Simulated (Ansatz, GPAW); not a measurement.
# Geometry or basis: what sets the conductance of a Pb chain with two Cu atoms in line, part 4 of 4

Wanted: T(E) of a Pb chain with two Cu atoms in line at a relaxed geometry in two programs, beside the unrelaxed structure.

GPAW 26.7.0 and Ansatz 0.2.0; Ansatz plane waves; relaxation of the junction with the lead ends held; PAW set soft_1 (the session's first sound run).

So far, transmission at the Fermi level (one spin): step 3 (plane waves, PBE) 1.04; step 5 (single-zeta polarised basis, PBE, GPAW) 0.997; step 6 (GPAW, sz: basis = "sz(dzp)", PBE, GPAW) 1.01; step 7 (LDA in the dzp basis: xc = "LDA") 0.998; step 8 (the structure as built: geometry = "as built", PBE, GPAW) 1.05.

## (10) The levels side by side

The curves are compared point by point over the common energies.

This step: comparison of transmission and cost over codes, levels and geometry; PAW set soft_1 (GPAW 26.7.0).

Ladder, by row:

```csv
step,code,T at the Fermi level (sum over the listed spins),conductance (G0),r.m.s. T(E) from the first,wall time (s),peak memory (GiB),threads
pw-pbe,Ansatz,1.043,1.037,0,132.2,4.023,4
dzp,GPAW,0.9952,0.9886,0.1766,89.25,1.27,1
szp,GPAW,0.9975,0.9914,0.2232,63.86,1.24,1
sz,GPAW,1.012,1.008,0.2466,47.67,1.14,1
dzp-LDA,GPAW,0.998,0.9913,0.168,73.94,1.27,1
asbuilt,GPAW,1.047,1.046,0.3252,73.42,1.27,1
```

Table of transmission, zone mean, sum over the listed spins by energy, zero at the Fermi level:

| energy (eV) | pw-pbe | dzp | szp | sz | dzp-LDA | asbuilt |
| --- | --- | --- | --- | --- | --- | --- |
| -2.000 | 0.559 | 0.527 | 0.545 | 0.670 | 0.538 | 0.992 |
| -1.925 | 0.964 | 0.643 | 0.654 | 0.785 | 0.668 | 0.982 |
| -1.800 | 0.446 | 0.934 | 0.865 | 0.996 | 0.987 | 0.911 |
| -1.775 | 0.531 | 0.995 | 0.913 | 0.823 | 0.867 | 0.878 |
| -1.725 | 0.670 | 0.0830 | 0.996 | 0.490 | 0.374 | 0.772 |
| -1.600 | 0.894 | 0.871 | 0.861 | 0.919 | 0.909 | 0.191 |
| -1.525 | 0.930 | 0.941 | 0.957 | 0.888 | 0.963 | 2.4e-4 |
| -1.400 | 0.450 | 0.732 | 0.942 | 0.562 | 0.772 | 0.202 |
| -1.200 | 0.0125 | 0.945 | 0.368 | 0.985 | 0.430 | 4.8e-4 |
| -1.000 | 0.849 | 0.283 | 0.0355 | 0.989 | 0.292 | 0.969 |
| -0.975 | 0.988 | 0.596 | 0.0854 | 0.781 | 0.591 | 0.979 |
| -0.800 | 0.319 | 0.315 | 0.398 | 0.184 | 0.338 | 0.992 |
| -0.600 | 0.746 | 0.764 | 0.788 | 0.813 | 0.776 | 1.01 |
| -0.400 | 0.957 | 0.965 | 0.987 | 0.955 | 0.972 | 1.04 |
| -0.200 | 1.08 | 1.05 | 1.07 | 1.05 | 1.05 | 1.06 |
| -0.175 | 1.09 | 1.06 | 1.07 | 1.05 | 1.06 | 1.06 |
| -0.150 | 1.09 | 1.06 | 1.07 | 1.05 | 1.06 | 1.06 |
| -0.125 | 1.09 | 1.05 | 1.07 | 1.05 | 1.06 | 1.14 |
| 0.000 | 1.04 | 0.995 | 0.997 | 1.01 | 0.998 | 1.05 |
| 0.200 | 0.801 | 0.755 | 0.756 | 0.836 | 0.760 | 0.976 |
| 0.400 | 0.615 | 0.576 | 0.585 | 0.693 | 0.584 | 0.912 |
| 0.600 | 0.548 | 0.514 | 0.526 | 0.639 | 0.524 | 0.862 |
| 0.800 | 0.556 | 0.517 | 0.531 | 0.644 | 0.528 | 0.837 |
| 1.000 | 0.624 | 0.570 | 0.585 | 0.693 | 0.582 | 0.780 |
| 1.200 | 0.740 | 0.658 | 0.676 | 0.778 | 0.671 | 0.749 |
| 1.275 | 0.956 | 0.693 | 0.712 | 0.813 | 0.705 | 0.738 |
| 1.400 | 0.795 | 0.744 | 0.763 | 0.865 | 0.753 | 0.723 |
| 1.600 | 0.837 | 0.789 | 0.811 | 0.920 | 0.797 | 0.702 |
| 1.800 | 0.827 | 0.798 | 0.821 | 0.944 | 0.804 | 0.686 |
| 2.000 | 0.797 | 0.786 | 0.812 | 0.950 | 0.791 | 0.674 |

## (11) K-points along the lead 2, mixing 0.25, mixing history 12

The lead's own mesh along the current sets its density and potential; where the lead is aligned to the junction's end layer, a rigid shift drops out. Mixing changes the road to self-consistency, not its end. The mixing history changes the road to self-consistency, not its end. The SCF mesh sets the Fermi level of the repeated cell.

This step: GPAW LCAO, PAW setups; Landauer transmission from Green's functions with principal layers (ASE), zero bias (GPAW 26.7.0).

run.py reads:

```python
import json
import numpy as np
from ase import Atoms
from ase.transport.calculators import TransportCalculator
from gpaw import GPAW, FermiDirac
from gpaw.lcao.tools import get_lcao_hamiltonian
from scipy.linalg import eigh

# The junction with lead layers at both ends, along the third cell vector
device = Atoms(
    ['Pb', 'Pb', 'Pb', 'Pb', 'Pb', 'Pb', 'Cu', 'Cu', 'Pb', 'Pb', 'Pb', 'Pb', 'Pb', 'Pb'],
    positions=[
        [4.50000, 4.50000, 1.45000],
        [4.50000, 4.50000, 4.35000],
        [4.50000, 4.50000, 7.25000],
        [4.50000, 4.50000, 10.15000],
        [5.27737, 4.64333, 13.06014],
        [4.21785, 4.43110, 15.80952],
        [4.45763, 4.47039, 18.46129],
        [4.53628, 4.50535, 20.85456],
        [4.71879, 4.60414, 23.51012],
        [3.77557, 4.15013, 26.27088],
        [4.50000, 4.50000, 29.17260],
        [4.50000, 4.50000, 32.07260],
        [4.50000, 4.50000, 34.97260],
        [4.50000, 4.50000, 37.87260]],
    cell=[[9.0, 0.0, 0.0], [0.0, 9.0, 0.0], [0.0, 0.0, 39.3226]],
    pbc=True)

# One principal layer of the lead: the first 3 atoms of the device
lead = Atoms(
    ['Pb', 'Pb', 'Pb'],
    positions=[
        [4.50000, 4.50000, 1.45000],
        [4.50000, 4.50000, 4.35000],
        [4.50000, 4.50000, 7.25000]],
    cell=[[9.0, 0.0, 0.0], [0.0, 9.0, 0.0], [0.0, 0.0, 8.7]],
    pbc=True)

settings = dict(mode='lcao', basis='dzp', xc='PBE', h=0.2,
                occupations=FermiDirac(0.1), maxiter=250,
                mixer=dict(beta=0.25, nmaxold=12, weight=100.0),
                convergence=dict(density=0.0001))
energies = np.arange(-2, 2 + 1e-9, 0.025)
eta = 0.0001
n1, n2 = 1, 1
# k and -k transmit alike, so half of the mesh across the current serves
mesh = [(i, j) for i in range(n1) for j in range(n2) if (i, j) <= (-i % n1, -j % n2)]
weights = np.array([1 if (i, j) == (-i % n1, -j % n2) else 2 for i, j in mesh]) / (n1 * n2)

# [... helper functions left out ...]
fermi_lead = ground_state(lead, (1, 1, 2), 'lead.txt')
fermi_device = ground_state(device, (1, 1, 6), 'device.txt')
# [... loop over the mesh left out, but for ...]
        # Shift the lead onto the potential of the device's first layer
        shift = ((H[:, 0, 0] - H0[:, 0, 0]) / S0[0, 0]).real.mean()
# [...]
kT = 8.617333e-5 * 300
bias = [0.1, 0.2, 0.5, 1.0, 1.5, 2.0]
# [... integrals and printing left out ...]
```

Command:

```
$ OMP_NUM_THREADS=1 OPENBLAS_NUM_THREADS=1 python run.py
```

Output:

```text
basis functions: device 306, principal layer 69
Fermi level: lead -2.7520 eV, device -2.5599 eV; lead shifted by 0.1388 eV
largest coupling past the next layer 2.75e-08 eV, largest misfit of the first layer 0.189 eV
  E-E_F (eV)   T (one spin)  channels
    -2.000    5.1259e-01    1.0000
    -1.975    5.6213e-01    1.0000
    -1.950    6.1400e-01    1.0000
    -1.925    6.6796e-01    1.0000
    -1.900    7.2386e-01    1.0000
    -1.875    7.8167e-01    1.0000
    -1.850    8.4162e-01    1.0000
    -1.825    9.0388e-01    1.0000
    -1.800    9.6567e-01    1.0000
    -1.775    9.9279e-01    1.0000
    -1.750    7.5671e-01    1.0000
    -1.725    8.8122e-02    1.0000
    -1.700    5.1237e-01    1.0000
    -1.675    7.0565e-01    1.0000
    -1.650    8.0246e-01    1.0000
    -1.625    8.5970e-01    1.0000
[...]
1.825    8.1476e-01    3.0000
     1.850    8.1469e-01    3.0000
     1.875    8.1402e-01    3.0000
     1.900    8.1277e-01    3.0000
     1.925    8.1095e-01    3.0000
     1.950    8.0857e-01    3.0000
     1.975    8.0566e-01    3.0000
     2.000    8.0224e-01    3.0000
conductance at 300 K: 1.0415 G0 a cell; thermopower 2.815 uV/K
current from the zero-bias T(E) at 0.1 V: 8.0382 uA
current from the zero-bias T(E) at 0.2 V: 15.895 uA
current from the zero-bias T(E) at 0.5 V: 37.306 uA
current from the zero-bias T(E) at 1.0 V: 64.883 uA
current from the zero-bias T(E) at 1.5 V: 79.472 uA
current from the zero-bias T(E) at 2.0 V: 101.06 uA
```

It took 1.7 min on 1 thread of Arm Neoverse V1, shared host; peak memory 1.4 GiB.

The run finished with changed settings (lead_nz = 2, beta = 0.25, nmaxold = 12 and scf_mesh = [1, 1, 6]); it serves as a test.

The two runs compared:

| quantity | this run | sound run | difference |
| --- | --- | --- | --- |
| conductance (G₀) | 1.0415 | 0.98858 | 0.0529 |
| thermopower (μV/K) | 2.8147 | 6.1142 | -3.30 |
| largest coupling past the next principal layer (eV) | 2.754e-8 | 2.756e-8 | -2.2e-11 |
| largest misfit of the first principal layer (eV) | 0.18851 | 0.029095 | 0.159 |
| shift that aligns the lead (eV) | 0.13880 | 0.010217 | 0.129 |
| transmission at the Fermi level (one spin) | 1.0530 | 0.99517 | 0.0578 |

One result that differs is the largest misfit of the first principal layer, 0.189 eV against 0.0291 eV.

## (12) Results

* conductance: 0.989 G₀
* transmission at the Fermi level, mean of the spins: 0.995
* thermopower: 6.11 μV/K
* open channels of the lead there: 3

In words: In the dzp basis the junction conducts 0.989 G₀ at 300 K, with T = 0.995 a spin at the Fermi level; the sz basis reaches that conductance within 10 %. Relaxation moved atoms by up to 0.80 Å and took the conductance from 1.05 to 0.989 G₀, as a ratio a larger change than the step from dzp to the minimal basis. Plane waves (PBE) give T = 1.04 there. The scatterer reflects about 67 % of the incoming channels at the Fermi level. At the Fermi level the three most open eigenchannels pass 0.94, 0.040 and 0.018. The positive thermopower says that the thermally weighted transmission is larger below the Fermi level, as for hole-like transport. Measured against the first run (pw-pbe), the nearest curve is that of dzp-LDA (r.m.s. 0.17) and the farthest that of asbuilt (0.33). Over the compared runs wall time goes from 48 s (sz) to 132 s (pw-pbe), on a shared host; the plane-wave run used 4 threads and the orbital runs 1. The leads kept an estimated spacing and the cell its length, so the junction may be under some tension or compression. Spin-orbit coupling is left out, which matters for the heavy atoms here. An evenly spaced straight chain is an idealisation: free chains tend to dimerise, zigzag or, where a band edge lies near the Fermi level, turn magnetic. The currents use the zero-bias T(E) throughout, which holds only while the bias is small against the distance to the nearest feature.

[Logs are printed without paths, hosts, clocks, repeated set-up lines and the standing remarks that a program may print on its own settings, such as how far it seeks lower states.]

[Hosts, paths, dates, database ids (printed as entryN), source tags and the programs' standing remarks are cut or masked in the printed files.]
